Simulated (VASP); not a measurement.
Crystal: Cs2AgBiBr6.

```
Bi Cs Ag Br
1.0
     0.00000    5.61610    5.61610
     5.61610    0.00000    5.61610
     5.61610    5.61610    0.00000
Bi Cs Ag Br
1 2 1 6
Direct
  0.00000 0.00000 0.00000
  0.75000 0.75000 0.75000
  0.25000 0.25000 0.25000
  0.50000 0.50000 0.50000
  0.74945 0.74945 0.25055
  0.25055 0.25055 0.74945
  0.74945 0.25055 0.25055
  0.74945 0.25055 0.74945
  0.25055 0.74945 0.74945
  0.25055 0.74945 0.25055
```

| Item | Value |
| --- | --- |
| Program | VASP 6.6.1 |
| Task | relaxation of cell and atoms |
| Functional | PBE |
| Potentials or basis | VASP PAW PBE potentials, release 64 (Bi_d, Cs_sv, Ag, Br) |
| Cutoff | 600 eV |
| k mesh | 3 × 3 × 3 |
| Occupations | fermi-dirac, width 0.05 eV |
| Spin | no spin polarisation |

At the start: pressure 1.9 GPa; volume 35.43 Å³/atom.

Question: How do energy, volume and symmetry change on relaxing?

Answer: Over 5 steps the energy falls by 13.7 meV/atom and the volume is 37.80 Å³/atom (+6.7 %); space group Fm-3m (No. 225, to 0.05 Å).

Step by step:
| step | energy change (eV) | largest force (eV/Å) | pressure (GPa) | volume (Å³) |
| --- | --- | --- | --- | --- |
| 1 | 0.0000 | 0.2920 | 1.87 | 354.27 |
| 2 | -0.1363 | 0.0229 | 0.09 | 375.87 |
| 3 | -0.1366 | 0.0360 | 0.02 | 376.96 |
| 4 | -0.1369 | 0.0253 | 0.01 | 377.27 |
| 5 | -0.1373 | 0.0006 | 0.00 | 377.99 |

Final structure:
```
CELL_PARAMETERS angstrom
0.00000 5.73874 5.73874
5.73874 0.00000 5.73874
5.73874 5.73874 0.00000
ATOMIC_POSITIONS crystal
Bi 0.00000 0.00000 0.00000
Cs 0.75000 0.75000 0.75000
Cs 0.25000 0.25000 0.25000
Ag 0.50000 0.50000 0.50000
Br 0.74863 0.74863 0.25137
Br 0.25137 0.25137 0.74863
Br 0.74863 0.25137 0.25137
Br 0.74863 0.25137 0.74863
Br 0.25137 0.74863 0.74863
Br 0.25137 0.74863 0.25137
```
